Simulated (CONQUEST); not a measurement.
# N (P2_13) in CONQUEST: reference runs

Aim: a first look at N with PBE, on the cell as given and on a disturbed one.

Program: CONQUEST 1.3. These are calculated values, not measurements. Logs are shortened: lines on timing, memory, paths and dates and some standing lists are left out, and cuts for length are marked.

### 1 The crystal as given

Symmetry: P2_13, No. 198, cubic system. The conventional cell has a = 5.815 Å, b = 5.815 Å, c = 5.815 Å, α = 90.00°, β = 90.00°, γ = 90.00°. Around N (site symmetry 3) lie 1 N at 1.11 Å. N (site symmetry 3) has 1 N at 1.11 Å as nearest neighbours.

### 2 Single point, PBE

File Conquest_input:

```
IO.Title N
IO.Coordinates coords.dat
IO.FractionalAtomicCoords T
IO.Iprint 2
IO.Iprint_init 1
General.NumberOfSpecies 1
General.PseudopotentialType hamann
AtomMove.TypeOfRun static
AtomMove.FullStress T
Grid.GridCutoff 150
DM.SolutionMethod diagon
Diag.MPMesh T
Diag.GammaCentred T
Diag.MPMeshX 5
Diag.MPMeshY 5
Diag.MPMeshZ 5
Diag.kT 0.00183747
minE.SCTolerance 1e-6
SC.MaxIters 100
IO.AtomChargeOutput T
IO.DumpChargeDensity T
IO.DumpTotPot T
%block ChemicalSpeciesLabel
1 14.010 N
%endblock
```

File coords.dat:

```
   10.9889496376     0.0000000000     0.0000000000
    0.0000000000    10.9889496376     0.0000000000
    0.0000000000     0.0000000000    10.9889496376
8
  0.5458611400   0.4541388600   0.9541388600 1 T T T
  0.0458611400   0.5458611400   0.5458611400 1 T T T
  0.4541388600   0.0458611400   0.4541388600 1 T T T
  0.9541388600   0.9541388600   0.0458611400 1 T T T
  0.4360985600   0.5639014400   0.0639014400 1 T T T
  0.9360985600   0.4360985600   0.4360985600 1 T T T
  0.5639014400   0.9360985600   0.5639014400 1 T T T
  0.0639014400   0.0639014400   0.9360985600 1 T T T
```

Potentials or basis: PseudoDojo NC PBE, DZP, grid cutoff 150 Ha.

On the command line:

```
$ Conquest
```

Standard output:

```text
Simulation cell dimensions:    10.9889 a0 x    10.9889 a0 x    10.9889 a0

      Atomic coordinates (a0)
         Atom         X         Y         Z  Species
            1    5.9984    4.9905   10.4850        1
            2    0.5040    5.9984    5.9984        1
            3    4.9905    0.5040    4.9905        1
            4   10.4850   10.4850    0.5040        1
            5    4.7923    6.1967    0.7022        1
            6   10.2867    4.7923    4.7923        1
            7    6.1967   10.2867    6.1967        1
            8    0.7022    0.7022   10.2867        1

         Monkhorst-Pack mesh:   5 x   5 x   5 gamma-centred
        This calculation includes non-local pseudopotentials,
         with a maximum core radius of      5.48397234

    Job title: N
    Job to be run: static calculation

    Ground state search:
      Support functions represented with PAO basis
      1:1 PAO to SF mapping
      Non-spin-polarised electrons
      Solving for the K matrix using diagonalisation
      Using Fermi-Dirac smearing

    Integration grid size:     64 x   64 x   64

    Integration grid spacing:  0.172 a0 x 0.172 a0 x 0.172 a0

    Number of species:  1
    --------------------------------------------------------
    |   #  mass (au)  Charge (e)  SF Rad (a0)  NSF  Label  |
    --------------------------------------------------------
    |   1     14.010       5.000        5.666   13  N      |
    --------------------------------------------------------
          SCF tolerance:                 0.00000100
          SCF iterations:               100

    The functional used will be GGA PBE96

           radial cut-off to be used is taken to be max PAO cut-off radius for this species:    5.483972

           greatest ang. mom. for making density from PAOs:  2
    Minimum blocs/proc is     4096. Maximum blocs/proc is     4096
    set_atom_dens: In set_atomic_density, electrons :      40.000000000000
 matrix_size & matrix_size_padH =          104         104

    Screened ion int: energy:     -61.110704377632 Ha

    new_SC_potl: Starting.  Tolerance:  0.10000E-05

    PulayMixSC: Starting Pulay mixing, A_up =  0.500 A_dn =  0.500
    PulayMixSC: Spin non-polarised calculation.
          Harris-Foulkes Energy            :       -82.953946255389809 Ha
          (TS=0 as O(N) or entropic contribution is negligible)
          DFT Total Energy                 :       -82.867310214470251 Ha
          Total number of electrons        :        39.999999999998522
    PulayMixSC: Pulay iteration     1 residual:              0.66586E-02
          Harris-Foulkes Energy            :       -82.899231412046802 Ha
          (TS=0 as O(N) or entropic contribution is negligible)
          DFT Total Energy                 :       -82.890880024196889 Ha
          Total number of electrons        :        40.000006982930941
    PulayMixSC: Pulay iteration     2 residual:              0.28348E-02
          Harris-Foulkes Energy            :       -82.892254892704457 Ha
          (TS=0 as O(N) or entropic contribution is negligible)
          DFT Total Energy                 :       -82.891884031760554 Ha
          Total number of electrons        :        40.000013295341802
    PulayMixSC: Pulay iteration     3 residual:              0.52174E-03
          Harris-Foulkes Energy            :       -82.891990175322434 Ha
          (TS=0 as O(N) or entropic contribution is negligible)
          DFT Total Energy                 :       -82.891939116919986 Ha
          Total number of electrons        :        40.000014982679133
    PulayMixSC: Pulay iteration     4 residual:              0.85846E-04
          Harris-Foulkes Energy            :       -82.891978492891241 Ha
          (TS=0 as O(N) or entropic contribution is negligible)
          DFT Total Energy                 :       -82.891974705707668 Ha
          Total number of electrons        :        40.000015040251448
    PulayMixSC: Pulay iteration     5 residual:              0.26416E-04
          Harris-Foulkes Energy            :       -82.891977277035593 Ha
          (TS=0 as O(N) or entropic contribution is negligible)
          DFT Total Energy                 :       -82.891977241087133 Ha
          Total number of electrons        :        40.000015127314747
    PulayMixSC: Pulay iteration     6 residual:              0.44274E-05
          Harris-Foulkes Energy            :       -82.891977255050207 Ha
          (TS=0 as O(N) or entropic contribution is negligible)
          DFT Total Energy                 :       -82.891977253608303 Ha
          Total number of electrons        :        40.000015143254053
    PulayMixSC: Pulay iteration     7 residual:              0.16947E-05
          Harris-Foulkes Energy            :       -82.891977254140755 Ha
          (TS=0 as O(N) or entropic contribution is negligible)
          DFT Total Energy                 :       -82.891977253806616 Ha
          Total number of electrons        :        40.000015151800440
    PulayMixSC: Pulay iteration     8 residual:              0.45863E-06
    PulayMixSC: Reached SCF tolerance of  0.45863E-06 after      8 iterations
      | Number of electrons      =        40.000015
      |* band energy as 2Tr[K.H] =       -22.379523313189310 Ha
      |  screened ion-ion energy =       -61.110704377631627 Ha
      |  Ha correction           =        -1.772730193954273 Ha
      |  XC correction           =         2.370976147666477 Ha
      |* Harris-Foulkes energy   =       -82.891977254140755 Ha
      |* DFT total energy        =       -82.891977253806616 Ha
      |  estimated accuracy      =        -0.000000000334140 Ha

    force: Forces on atoms (Ha/a0)
    force:  Atom   X              Y              Z
    force:     1   0.0286324086  -0.0286324086  -0.0286324086
    force:     2   0.0286324086   0.0286324086   0.0286324086
    force:     3  -0.0286324086   0.0286324086  -0.0286324086
    force:     4  -0.0286324086  -0.0286324086   0.0286324086
    force:     5  -0.0285084116   0.0285084116   0.0285084116
    force:     6  -0.0285084116  -0.0285084116  -0.0285084116
    force:     7   0.0285084116  -0.0285084116   0.0285084116
    force:     8   0.0285084116   0.0285084116  -0.0285084116

    force: Maximum force :        0.02863241(Ha/a0) on atom         2 in z direction
    force: Force Residual:        0.04948552 Ha/a0
    force: Total stress:         -3.00015026     0.00000000    -0.00000000 GPa
                            -0.00000000    -3.00015026    -0.00000000
                            -0.00000000    -0.00000000    -3.00015026
    force: Average pressure:      3.00015026 GPa

    force: Finished force
    get_E_and_F: Change in energy during last step of electronic optimisation:  0.90945E-09

    BIBLIOGRAPHY: Please consider citing the following references in the conquest.bib file

    CONQUEST:         Bowler2002pt, Miyazaki2004, Nakata2020
    Basis:            Bowler2019
    DM:               Bowler:2006xr
    Pseudopotentials: Hamann2013, Bowler2019
    XC functional:    Perdew1996
```

It took 20 s on 1 thread of AMD EPYC 9R45 (Zen 5), shared host; peak memory 0.65 GiB.

Results:

```
Free energy            : -2255.6056 eV
Pressure               : 3.0 GPa
Largest force          : 2.550 eV/Å
Band gap on the k mesh : 7.64 eV, indirect (least direct gap 7.65 eV)
```

Forces on the atoms (eV/Å):
```
N    1.472 -1.472 -1.472
N    1.472  1.472  1.472
N   -1.472  1.472 -1.472
N   -1.472 -1.472  1.472
N   -1.466  1.466  1.466
N   -1.466 -1.466 -1.466
N    1.466 -1.466  1.466
N    1.466  1.466 -1.466
```

Levels at points of the mesh, in eV from the valence-band top:
```
           k point  band 18  band 19  band 20  band 21  band 22  band 23
(0.00, 0.00, 0.00)    -0.01    -0.01    -0.01     7.64     7.64     7.64
```

Caveat: an odd mesh through Γ misses points on the zone boundary, where band edges often lie; the basis of atomic orbitals isn't converged, which shifts pressures, moduli and gaps; forces of over 1 eV/Å show positions far from the minimum, so gaps and moduli don't describe the material at rest.

### 3 Single point, PBE (atoms moved at random, drawn with an rms of 0.05 Å)

Changes to Conquest_input since step 2:

```diff
@@ -20,4 +20,2 @@
 IO.AtomChargeOutput T
-IO.DumpChargeDensity T
-IO.DumpTotPot T
 %block ChemicalSpeciesLabel
```

File coords.dat:

```
   10.9889496376     0.0000000000     0.0000000000
    0.0000000000    10.9889496376     0.0000000000
    0.0000000000     0.0000000000    10.9889496376
8
  0.5432390000   0.4568110000   0.9557700000 1 T T T
  0.0387930000   0.5432210000   0.5519410000 1 T T T
  0.4536560000   0.0375630000   0.4520130000 1 T T T
  0.9649470000   0.9510980000   0.0446250000 1 T T T
  0.4439980000   0.5582050000   0.0632130000 1 T T T
  0.9433300000   0.4333290000   0.4396390000 1 T T T
  0.5603680000   0.9411210000   0.5570620000 1 T T T
  0.0602010000   0.0727120000   0.9329960000 1 T T T
```

Potentials or basis: PseudoDojo NC PBE, DZP, grid cutoff 150 Ha.

On the command line:

```
$ Conquest
```

Standard output:

```text
Simulation cell dimensions:    10.9889 a0 x    10.9889 a0 x    10.9889 a0

      Atomic coordinates (a0)
         Atom         X         Y         Z  Species
            1    5.9696    5.0199   10.5029        1
            2    0.4263    5.9694    6.0653        1
            3    4.9852    0.4128    4.9671        1
            4   10.6038   10.4516    0.4904        1
            5    4.8791    6.1341    0.6946        1
            6   10.3662    4.7618    4.8312        1
            7    6.1579   10.3419    6.1215        1
            8    0.6615    0.7990   10.2526        1

         Monkhorst-Pack mesh:   5 x   5 x   5 gamma-centred
        This calculation includes non-local pseudopotentials,
         with a maximum core radius of      5.48397234

    Job title: N
    Job to be run: static calculation

    Ground state search:
      Support functions represented with PAO basis
      1:1 PAO to SF mapping
      Non-spin-polarised electrons
[... 76 lines left out ...]
    PulayMixSC: Reached SCF tolerance of  0.61578E-06 after      9 iterations
      | Number of electrons      =        40.000017
      |* band energy as 2Tr[K.H] =       -22.781317018685073 Ha
      |  screened ion-ion energy =       -60.244654109701031 Ha
      |  Ha correction           =        -2.243763418394354 Ha
      |  XC correction           =         2.432009967301844 Ha
      |* Harris-Foulkes energy   =       -82.837728488766942 Ha
      |* DFT total energy        =       -82.837728486599900 Ha
      |  estimated accuracy      =        -0.000000002167042 Ha

    force: Forces on atoms (Ha/a0)
    force:  Atom   X              Y              Z
    force:     1   0.1826013855  -0.1866016579  -0.1977716941
    force:     2   0.0917813119   0.1055302660   0.1076739302
    force:     3  -0.1937291636   0.1752812990  -0.1907946318
    force:     4  -0.0207552057  -0.0262723634   0.0241095097
    force:     5  -0.1824344635   0.1864687970   0.1976088379
    force:     6  -0.0915654675  -0.1052188612  -0.1075646750
    force:     7   0.1935827781  -0.1750856443   0.1906889347
    force:     8   0.0204963868   0.0259712519  -0.0239167752

    force: Maximum force :        0.19777169(Ha/a0) on atom         1 in z direction
    force: Force Residual:        0.24725401 Ha/a0
    force: Total stress:        -11.93897002     5.97368517    -2.06926818 GPa
                             5.97368517   -12.21720158    -2.54366117
                            -2.06926818    -2.54366117   -13.54837712
    force: Average pressure:     12.56818291 GPa

    force: Finished force
    get_E_and_F: Change in energy during last step of electronic optimisation:  0.16570E-08

    BIBLIOGRAPHY: Please consider citing the following references in the conquest.bib file

    CONQUEST:         Bowler2002pt, Miyazaki2004, Nakata2020
    Basis:            Bowler2019
    DM:               Bowler:2006xr
    Pseudopotentials: Hamann2013, Bowler2019
    XC functional:    Perdew1996
```

Run time: 20 s. Hardware: 1 thread of AMD EPYC 9R45 (Zen 5), shared host; peak memory 0.65 GiB.

What came out:

* Free energy: -2254.1294 eV
* Pressure: 12.6 GPa
* Largest force: 16.842 eV/Å
* Band gap on the k mesh: 7.81 eV, indirect (least direct gap 7.82 eV)

Forces on the atoms (eV/Å):
```
N     9.390  -9.595 -10.170
N     4.720   5.427   5.537
N    -9.962   9.013  -9.811
N    -1.067  -1.351   1.240
N    -9.381   9.589  10.161
N    -4.708  -5.411  -5.531
N     9.954  -9.003   9.806
N     1.054   1.335  -1.230
```

Levels at points of the mesh, in eV from the valence-band top:
```
           k point  band 18  band 19  band 20  band 21  band 22  band 23
(0.00, 0.00, 0.00)    -0.09    -0.07    -0.01     7.81     7.91     8.34
```

Caveat: an odd mesh through Γ misses points on the zone boundary, where band edges often lie; the basis of atomic orbitals isn't converged, which shifts pressures, moduli and gaps.
